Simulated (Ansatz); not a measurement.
# WS2: how the settings move a single-point run

Aim: see which settings change the result for WS2, by how much, and at what cost.

Method: reference: DFT, HSE06, plane waves, PAW, in Ansatz 0.2.0.

2 further runs of the same task are left out: 2 that didn't finish. Runs told in other sessions of the task aren't counted.

## 1. Starting point

Symmetry: P-6m2, No. 187, hexagonal system. Conventional cell: a = 3.170 Å, b = 3.170 Å, c = 16.926 Å, α = 90.00°, β = 90.00°, γ = 120.00°. Around W (site symmetry -6m2) lie 6 S at 2.41 Å. S (site symmetry 3m) is surrounded by 3 W at 2.41 Å.

As a file:

```cif
data_structure
_symmetry_space_group_name_H-M 'P-6m2'
_symmetry_Int_Tables_number 187
_cell_length_a 3.1697
_cell_length_b 3.1697
_cell_length_c 16.9263
_cell_angle_alpha 90.000
_cell_angle_beta 90.000
_cell_angle_gamma 120.000
_cell_volume 147.28
loop_
_atom_site_label
_atom_site_type_symbol
_atom_site_symmetry_multiplicity
_atom_site_Wyckoff_symbol
_atom_site_fract_x
_atom_site_fract_y
_atom_site_fract_z
_atom_site_occupancy
W1 W 1 c 0.33333 0.66667 0.00000 1
S1 S 2 i 0.66667 0.33333 0.90768 1
```

## 2. Reference

The input, input.yaml:

```yaml
crystal:
  lattice:
    - [3.1697138084, 0.0, 0.0]
    - [-1.5848569042, 2.7450526808, 0.0]
    - [0.0, 0.0, 16.9263323846]
  atoms:
    - { symbol: W, position: [0.3333333333, 0.6666666667, 0.0] }
    - { symbol: S, position: [0.6666666667, 0.3333333333, 0.9076849995] }
    - { symbol: S, position: [0.6666666667, 0.3333333333, 0.0923150005] }
kpoints:
  mp_grid: { grid: [6, 6, 1] }
hamiltonian:
  xc: hse06
scf:
  occupations: { method: fixed }
  n_extra_bands: 4
output:
  forces: true
  stress: true
  eigenvalues: true
```

Command:

```console
ansatz run input.yaml --threads 4 --pin off --max-ram 4608MiB --backend cpu --events-out ev --progress --plain --runs-dir out
```

## 3. Variant: exchange pbe, correlation pbe, coeff 0.1, omega 0.5

Edit input.yaml of step 2 so:

```diff
@@ -12,3 +12,3 @@
 hamiltonian:
-  xc: hse06
+  xc: { exchange: pbe, correlation: pbe, exx: { coeff: 0.1, omega: 0.5 } }
 scf:
```

## 4. Changed: exchange pbe, correlation pbe, coeff 0.3, omega 0.3

Edit input.yaml of step 2 so:

```diff
@@ -12,3 +12,3 @@
 hamiltonian:
-  xc: hse06
+  xc: { exchange: pbe, correlation: pbe, exx: { coeff: 0.3, omega: 0.3 } }
 scf:
```

## 5. Variant: xc hf

Edit input.yaml of step 2 so:

```diff
@@ -12,3 +12,3 @@
 hamiltonian:
-  xc: hse06
+  xc: hf
 scf:
```

## 6. Variant: mp_grid.grid [4, 4, 4]

Edit input.yaml of step 2 so:

```diff
@@ -10,3 +10,3 @@
 kpoints:
-  mp_grid: { grid: [6, 6, 1] }
+  mp_grid: { grid: [4, 4, 4] }
 hamiltonian:
```

Q: Predict the outcome of this session. Wanted: for each run, ending; energy change; pressure; gap; force.

**Answer**, as computed:

```tsv
run	ending	energy change	pressure (GPa)	gap (eV)	force (eV/Å)	cycles	time
reference	converged	0	-0.6	2.34	0.19	15	24 s
1: exchange pbe, correlation pbe, coeff 0.1, omega 0.5	converged	not comparable	0.5	1.92	0.15	12	22 s
2: exchange pbe, correlation pbe, coeff 0.3, omega 0.3	converged	not comparable	-0.8	2.26	0.25	16	23 s
3: xc hf	converged	not comparable	0.8	6.44	0.18	33	35 s
4: mp_grid.grid [4, 4, 4]	converged	-19.0 meV/atom	-0.8	3.03	0.26	15	37 s
```

Residual by cycle in the longest SCF loop of each run; runs are numbered as in the table. The quantity is the density residual dr2, in eV.

```tsv
cycle	reference	run 1	run 2	run 3	run 4
1	0.0512	0.00374	0.0557	0.352	0.0478
2	0.0835	1.3e-4	0.085	0.161	0.0749
3	0.00174	1.9e-5	0.00256	0.0873	0.00175
4	3.3e-4	1.1e-6	6.9e-4	0.0267	3.8e-4
5	3.7e-5	1.9e-7	5.8e-5	0.00487	3.8e-5
6	9.3e-6	3.2e-8	1.5e-5	0.00748	5.9e-6
7	6.7e-7	-	8.7e-7	0.00901	6.1e-7
8	-	-	-	0.0025	-
9	-	-	-	1.8e-5	-
```

**Reading.** «mp_grid.grid [4, 4, 4]» moves the energy by -19.0 meV/atom. The gap of the reference lacks spin-orbit coupling, though the cell holds W.
